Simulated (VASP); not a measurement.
# RuS2 (Laurite) (Pa-3) in VASP: notebook, part 2 of 2

VASP 6.6.1.

## (3) Relaxation of cell and atoms, LDA

File INCAR:

```
SYSTEM = RuS2
ALGO = Fast ; EDIFF = 1E-6
EDIFFG = -0.005 ; ENCUT = 600
GGA = CA ; IBRION = 2
ISIF = 3 ; ISMEAR = 0
KPAR = 4 ; LASPH = .True.
LCHARG = .False. ; LREAL = .False.
LWAVE = .False. ; NELM = 100
NSW = 60 ; PREC = Accurate
SIGMA = 0.02
```

File KPOINTS:

```
k-points
0
Gamma
  4 4 4
  0 0 0
```

File POSCAR:

```
RuS2
1.0
    5.6106000000      0.0000000000      0.0000000000
    0.0000000000      5.6106000000      0.0000000000
    0.0000000000      0.0000000000      5.6106000000
Ru S
4 8
Direct
    0.0000000000      0.5000000000      0.5000000000
    0.5000000000      0.5000000000      0.0000000000
    0.5000000000      0.0000000000      0.5000000000
    0.0000000000      0.0000000000      0.0000000000
    0.3883100000      0.1116900000      0.8883100000
    0.1116900000      0.8883100000      0.3883100000
    0.8883100000      0.3883100000      0.1116900000
    0.6116900000      0.6116900000      0.6116900000
    0.6116900000      0.8883100000      0.1116900000
    0.8883100000      0.1116900000      0.6116900000
    0.1116900000      0.6116900000      0.8883100000
    0.3883100000      0.3883100000      0.3883100000
```

Potentials or basis: VASP PAW LDA potentials, release 64 (Ru_pv, S).

Started as:

```bash
cat potpaw_LDA.64/Ru_pv/POTCAR potpaw_LDA.64/S/POTCAR > POTCAR
mpirun -np 4 vasp_std > vasp.out
```

OUTCAR:

```text
SYSTEM = RuS2
   EDIFF = 1E-6
   EDIFFG = -0.005
   ENCUT = 600
   GGA = CA
   IBRION = 2
   ISIF = 3
   ISMEAR = 0
   LASPH = .True.
   LREAL = .False.
   NELM = 100
   NSW = 60
   PREC = Accurate

 ion  position               nearest neighbor table
   1  0.000  0.500  0.500-   6 2.35   7 2.35   8 2.35  10 2.35  11 2.35  12 2.35
   2  0.500  0.500  0.000-   5 2.35   7 2.35   8 2.35   9 2.35  11 2.35  12 2.35
   3  0.500  0.000  0.500-   5 2.35   6 2.35   8 2.35   9 2.35  10 2.35  12 2.35
   4  0.000  0.000  0.000-   5 2.35   6 2.35   7 2.35   9 2.35  10 2.35  11 2.35
   5  0.388  0.112  0.888-   9 2.17   3 2.35   4 2.35   2 2.35
   6  0.112  0.888  0.388-  10 2.17   3 2.35   4 2.35   1 2.35
   7  0.888  0.388  0.112-  11 2.17   2 2.35   4 2.35   1 2.35
   8  0.612  0.612  0.612-  12 2.17   2 2.35   3 2.35   1 2.35
   9  0.612  0.888  0.112-   5 2.17   3 2.35   4 2.35   2 2.35
  10  0.888  0.112  0.612-   6 2.17   3 2.35   4 2.35   1 2.35
  11  0.112  0.612  0.888-   7 2.17   2 2.35   4 2.35   1 2.35
  12  0.388  0.388  0.388-   8 2.17   2 2.35   3 2.35   1 2.35

  LATTYP: Found a simple cubic cell.
 ALAT       =     5.6106000000

  Lattice vectors:

 A1 = (   5.6106000000,   0.0000000000,   0.0000000000)
 A2 = (   0.0000000000,   5.6106000000,   0.0000000000)
 A3 = (   0.0000000000,   0.0000000000,   5.6106000000)

Analysis of symmetry for initial positions (statically):
=====================================================================
 Subroutine PRICEL returns:
 Original cell was already a primitive cell.

 Routine SETGRP: Setting up the symmetry group for a
 simple cubic supercell.

 Subroutine GETGRP returns: Found 24 space group operations
 (whereof  6 operations were pure point group operations)
 out of a pool of 48 trial point group operations.

The static configuration has the point symmetry S_6 .
 The point group associated with its full space group is T_h .

Analysis of symmetry for dynamics (positions and initial velocities):
=====================================================================
 Subroutine PRICEL returns:
 Original cell was already a primitive cell.

 Routine SETGRP: Setting up the symmetry group for a
 simple cubic supercell.

 Subroutine GETGRP returns: Found 24 space group operations
 (whereof  6 operations were pure point group operations)
 out of a pool of 48 trial point group operations.

The dynamic configuration has the point symmetry S_6 .
 The point group associated with its full space group is T_h .

 Subroutine INISYM returns: Found 24 space group operations
 (whereof  6 operations are pure point group operations),
 and found     1 'primitive' translations

----------------------------------------------------------------------------------------

                                     Primitive cell

  volume of cell :     176.6151

  direct lattice vectors                    reciprocal lattice vectors
     5.610600000  0.000000000  0.000000000     0.178234057  0.000000000  0.000000000
     0.000000000  5.610600000  0.000000000     0.000000000  0.178234057  0.000000000
     0.000000000  0.000000000  5.610600000     0.000000000  0.000000000  0.178234057

  length of vectors
     5.610600000  5.610600000  5.610600000     0.178234057  0.178234057  0.178234057
[... 65 lines left out ...]
  0.250000  0.250000  0.250000      8.000000
  0.500000  0.250000  0.250000     12.000000
  0.500000  0.500000  0.250000      6.000000
  0.500000  0.500000  0.500000      1.000000
   k-points           NKPTS =     11   k-points in BZ     NKDIM =     11   number of bands    NBANDS=     62
   number of dos      NEDOS =    301   number of ions     NIONS =     12
   total plane-waves  NPLWV = 110592
   dimension x,y,z NGX =    48 NGY =   48 NGZ =   48
   dimension x,y,z NGXF=    96 NGYF=   96 NGZF=   96
   ions per type =               4   8
   NGX,Y,Z   is equivalent  to a cutoff of  14.22, 14.22, 14.22 a.u.
   NGXF,Y,Z  is equivalent  to a cutoff of  28.45, 28.45, 28.45 a.u.
 SYSTEM =  RuS2
   PREC   = accura    normal or accurate (medium, high low for compatibility)
   ISTART =      0    job   : 0-new  1-cont  2-samecut
   ICHARG =      2    charge: 1-file 2-atom 10-const
   ISPIN  =      1    spin polarized calculation?
   LNONCOLLINEAR =      F non collinear calculations
   LSORBIT =      F    spin-orbit coupling
   LASPH  =      T    aspherical Exc in radial PAW
   ENCUT  =  600.0 eV  44.10 Ry    6.64 a.u.  11.21 11.21 11.21*2*pi/ulx,y,z
   NELM   =    100;   NELMIN=  2; NELMDL= -5     # of ELM steps
   EDIFF  = 0.1E-05   stopping-criterion for ELM
   LREAL  =      F    real-space projection
   EDIFFG = -.5E-02   stopping-criterion for IOM
   NSW    =     60    number of steps for IOM
   IBRION =      2    ionic relax: 0-MD 1-quasi-New 2-CG
   NFREE  =      1    steps in history (QN), initial steepest desc. (CG)
   ISIF   =      3    stress and relaxation
   ISYM   =      2    0-nonsym 1-usesym 2-fastsym
   POTIM  = 0.5000    time-step for ionic-motion
   TEBEG  =    0.0;   TEEND  =   0.0 temperature during run
   PSTRESS=    0.0 pullay stress
   NELECT =     104.0000    total number of electrons
   NUPDOWN=      -1.0000    fix difference up-down
   EMIN   =  10.00;   EMAX   =-10.00  energy-range for DOS
   EFERMI =   0.00;   METHOD = LEGACY
   ISMEAR =     0;   SIGMA  =   0.02  broadening in eV -4-tet -1-fermi 0-gaus
   EFERMI_NEDOS =   21; number of points for ismear=-14 and -15
   IALGO  =     68    algorithm
   IMIX   =      4    mixing-type and parameters
     AMIX     =   0.40;   BMIX     =  1.00
     AMIX_MAG =   1.60;   BMIX_MAG =  1.00
  volume/ion in A,a.u.               =      14.72        99.32
  Fermi-wavevector in a.u.,A,eV,Ry     =   1.372176  2.593038 25.617978  1.882868
  Thomas-Fermi vector in A             =   2.497807
   LORBIT       =      0    0 simple, 1 ext, 2 COOP (PROOUT), +10 PAW based schemes
   GGA     = CA    functional components
   LHFCALC =     F    Hartree Fock is set to
   AEXX    =    0.0000 exact exchange contribution
   IVDW    =     0    specifies the selected vdW correction
   LEPSILON=     F    determine dielectric tensor
   LRPA    =     F    only Hartree local field effects (RPA)
 conjugate gradient relaxation of ions
 non-spin polarized calculation
 RMM-DIIS sequential band-by-band and
 Gauss-broadening in eV      SIGMA  =   0.02
  energy-cutoff  :      600.00
  volume of cell :      176.62
 maximum number of plane-waves:      5940
 NGX is ok and might be reduce to    48
   NGX = 23   NGY = 23   NGZ = 23

--------------------------------------- Ionic step        1  -------------------------------------------

 number of electron     103.9999979 magnetization

 Free energy of the ion-electron system (eV)
  ---------------------------------------------------
  ext. energy  EPLUGINS =         0.00000000
  ---------------------------------------------------
  free energy    TOTEN  =       -89.10417977 eV

  energy without entropy =      -89.10417977  energy(sigma->0) =      -89.10417977

------------------------ aborting loop because EDIFF is reached ----------------------------------------

  FORCE on cell =-STRESS in cart. coord.  units (eV):
  Direction    XX          YY          ZZ          XY          YZ          ZX
  --------------------------------------------------------------------------------------
  -------------------------------------------------------------------------------------
  Total       -7.0273469     -7.0273469     -7.0273469      0.0000000      0.0000000      0.0000000
  in kB      -63.7490993    -63.7490993    -63.7490993      0.0000000      0.0000000      0.0000000
  external PRESSURE =     -63.7490993 kB  Pullay stress =       0.0000000 kB
[... 33 lines left out ...]
--------------------------------------- Ionic step        2  -------------------------------------------

 number of electron     104.0000010 magnetization

 E-fermi :  10.2221     XC(G=0): -12.6372

 val. band max:       10.1111504908   @ k =   0.5000   0.0000   0.0000
 cond. band min:      10.6107091239   @ k =   0.0000   0.0000   0.0000
 fundamental gap:      0.4995586331
 Fermi energy:        10.2221054919

 k-point     1 :       0.0000    0.0000    0.0000
  band No.  band energies     occupation
      1     -31.7202      2.00000
      2     -31.7202      2.00000
      3     -31.7202      2.00000
      4     -31.7047      2.00000
      5     -31.7047      2.00000
      6     -31.6996      2.00000
[... 1025 lines left out ...]
--------------------------------------- Ionic step        9  -------------------------------------------

 number of electron     104.0000012 magnetization

 Free energy of the ion-electron system (eV)
  ---------------------------------------------------
  ext. energy  EPLUGINS =         0.00000000
  ---------------------------------------------------
  free energy    TOTEN  =       -89.24132178 eV

  energy without entropy =      -89.24132178  energy(sigma->0) =      -89.24132178

 E-fermi :   9.4063     XC(G=0): -12.3627

 val. band max:        9.3166501481   @ k =   0.5000   0.0000   0.0000
 cond. band min:       9.8169096631   @ k =   0.0000   0.0000   0.0000
 fundamental gap:      0.5002595151
 Fermi energy:         9.4063231351

 k-point     1 :       0.0000    0.0000    0.0000
  band No.  band energies     occupation
      1     -32.4981      2.00000
      2     -32.4981      2.00000
      3     -32.4981      2.00000
      4     -32.4863      2.00000
      5     -32.4863      2.00000
      6     -32.4824      2.00000
[... 743 lines left out ...]
  FREE ENERGIE OF THE ION-ELECTRON SYSTEM (eV)
  ---------------------------------------------------
  free  energy   TOTEN  =       -89.2413217843 eV

  energy  without entropy=      -89.2413217843  energy(sigma->0) =      -89.24132178

 reached required accuracy - stopping structural energy minimisation
```

It took 5.4 min on 4 MPI ranks of Intel Xeon Platinum 8488C (Sapphire Rapids), shared host; peak memory 0.34 GiB.

Results:

- Free energy: -89.2413 eV
- Relaxed volume: 14.25 Å³/atom
- Relaxed cell: a = 5.550 Å, b = 5.550 Å, c = 5.550 Å, α = 90.00°, β = 90.00°, γ = 90.00°
- Space group after relaxing (to 0.05 Å): Pa-3 (No. 205)
- Energy gained by relaxing: 11.4 meV/atom
- Ionic steps: 9
- Pressure after relaxing: 0.0 GPa
- Band gap on the k mesh: 0.50 eV, indirect (least direct gap 0.75 eV)

The path:
| step | energy change (eV) | largest force (eV/Å) | pressure (GPa) | volume (Å³) |
| --- | --- | --- | --- | --- |
| 1 | 0.0000 | 0.3103 | -6.37 | 176.62 |
| 2 | 0.1976 | 0.0129 | 12.64 | 162.07 |
| 3 | -0.1264 | 0.2145 | 0.18 | 170.82 |
| 4 | -0.1265 | 0.2123 | 0.29 | 170.70 |
| 5 | -0.1365 | 0.0485 | 0.09 | 170.88 |
| 6 | -0.1371 | 0.0031 | 0.06 | 170.93 |
| 7 | -0.1371 | 0.0010 | 0.07 | 170.93 |
| 8 | -0.1371 | 0.0029 | -0.12 | 171.07 |
| 9 | -0.1371 | 0.0013 | -0.01 | 170.98 |

Final structure:
```
Ru S
1.0
     5.55032    0.00000    0.00000
     0.00000    5.55032    0.00000
     0.00000    0.00000    5.55032
Ru S
4 8
Cartesian
  0.0000 2.7752 2.7752
  2.7752 2.7752 0.0000
  2.7752 5.5503 2.7752
  0.0000 5.5503 0.0000
  2.1448 0.6304 4.9200
  0.6304 4.9200 2.1448
  4.9200 2.1448 0.6304
  3.4055 3.4055 3.4055
  3.4055 4.9200 0.6304
  4.9200 0.6304 3.4055
  0.6304 3.4055 4.9200
  2.1448 2.1448 2.1448
```

Levels at points of the mesh, in eV from the valence-band top:
| k point | band 50 | band 51 | band 52 | band 53 | band 54 | band 55 |
| --- | --- | --- | --- | --- | --- | --- |
| (0.00, 0.00, 0.00) | -0.58 | -0.58 | -0.25 | 0.50 | 2.71 | 2.71 |
| (0.50, 0.00, 0.00) | -0.29 | 0.00 | 0.00 | 2.11 | 2.11 | 2.27 |
| (0.50, 0.50, 0.00) | -0.09 | -0.09 | -0.09 | 2.45 | 2.45 | 2.45 |
| (0.50, 0.50, 0.50) | -0.76 | -0.76 | -0.76 | 2.43 | 2.43 | 2.43 |

A k mesh can miss the band edges. Zero-point motion and thermal expansion aren't in these numbers.

## (4) Relaxation of cell and atoms, r2SCAN

File INCAR:

```
SYSTEM = RuS2
PREC = Accurate
ENCUT = 600
EDIFF = 1E-6
ISMEAR = 0
SIGMA = 0.02
LREAL = .False.
LASPH = .True.
NELM = 100
ALGO = Normal
ISIF = 3
LWAVE = .False.
LCHARG = .False.
METAGGA = R2SCAN
LMIXTAU = .True.
IBRION = 2
NSW = 60
EDIFFG = -0.01
KPAR = 4
```

File KPOINTS:

```
regular mesh
0
Gamma
  4 4 4
  0 0 0
```

POSCAR is that of step 3.

Potentials or basis: VASP PAW PBE potentials, release 64 (Ru_pv, S).

Started as:

```bash
cat potpaw_PBE.64/Ru_pv/POTCAR potpaw_PBE.64/S/POTCAR > POTCAR
mpirun -np 4 vasp_std > vasp.out
```

It took 6.4 min on 4 MPI ranks of Intel Xeon Platinum 8488C (Sapphire Rapids), shared host; peak memory 0.43 GiB.

Results (log left out):

| Property | Result |
| --- | --- |
| Free energy | -174.2063 eV |
| Relaxed volume | 14.87 Å³/atom |
| Relaxed cell | a = 5.630 Å, b = 5.630 Å, c = 5.630 Å, α = 90.00°, β = 90.00°, γ = 90.00° |
| Space group after relaxing (to 0.05 Å) | Pa-3 (No. 205) |
| Energy gained by relaxing | 1.0 meV/atom |
| Ionic steps | 5 |
| Pressure after relaxing | 0.0 GPa |
| Band gap on the k mesh | 0.93 eV, indirect (least direct gap 1.17 eV) |

Forces in eV/Å, atoms in the order of the input:
```
Ru   0.000  0.000  0.000
Ru   0.000  0.000  0.000
Ru   0.000  0.000  0.000
Ru   0.000  0.000  0.000
S   -0.002  0.002 -0.002
S    0.002 -0.002 -0.002
S   -0.002 -0.002  0.002
S    0.002  0.002  0.002
S    0.002 -0.002  0.002
S   -0.002  0.002  0.002
S    0.002  0.002 -0.002
S   -0.002 -0.002 -0.002
```

Step by step:
```csv
step,energy change (eV),largest force (eV/Å),pressure (GPa),volume (Å³)
1,0.0000,0.0207,2.04,176.62
2,0.0141,0.0041,-2.83,181.44
3,-0.0120,0.0107,-0.01,178.54
4,-0.0120,0.0108,0.03,178.50
5,-0.0120,0.0028,0.02,178.50
```

Final structure:
```
CELL_PARAMETERS angstrom
5.63046 0.00000 0.00000
0.00000 5.63046 0.00000
0.00000 0.00000 5.63046
ATOMIC_POSITIONS crystal
Ru 0.00000 0.50000 0.50000
Ru 0.50000 0.50000 0.00000
Ru 0.50000 0.00000 0.50000
Ru 0.00000 0.00000 0.00000
S 0.38822 0.11178 0.88822
S 0.11178 0.88822 0.38822
S 0.88822 0.38822 0.11178
S 0.61178 0.61178 0.61178
S 0.61178 0.88822 0.11178
S 0.88822 0.11178 0.61178
S 0.11178 0.61178 0.88822
S 0.38822 0.38822 0.38822
```

Levels at points of the mesh, in eV from the valence-band top:
```
           k point  band 50  band 51  band 52  band 53  band 54  band 55
(0.00, 0.00, 0.00)    -0.51    -0.51    -0.24     0.93     2.85     2.85
(0.50, 0.00, 0.00)    -0.28     0.00     0.00     2.34     2.34     2.53
(0.50, 0.50, 0.00)    -0.08    -0.08    -0.08     2.72     2.72     2.72
(0.50, 0.50, 0.50)    -0.69    -0.69    -0.69     2.56     2.56     2.56
```

Caveat: the PAW data sets were made with another functional, which shifts forces and pressure a little. Zero-point motion and thermal expansion aren't in these numbers.

## (5) Summary

| level | potentials or basis | gap on the mesh (eV) | pressure (GPa) | relaxed volume (Å³/atom) |
| --- | --- | --- | --- | --- |
| PBE+D3(BJ) | VASP PAW PBE potentials, release 64 (Ru_pv, S) | 0.61 | 0.0 | 14.59 |
| LDA | VASP PAW LDA potentials, release 64 (Ru_pv, S) | 0.50 | 0.0 | 14.25 |
| r2SCAN | VASP PAW PBE potentials, release 64 (Ru_pv, S) | 0.93 | 0.0 | 14.87 |

Alike in all rows: task relaxation of cell and atoms; no spin polarisation; cell relaxed; k mesh 4 × 4 × 4; cutoff (eV) 600; smearing gaussian 0.02 eV.

Caveats: the PAW data sets were made with another functional, which shifts forces and pressure a little (some runs).

Absolute energies hang on the potentials; compare differences alone.
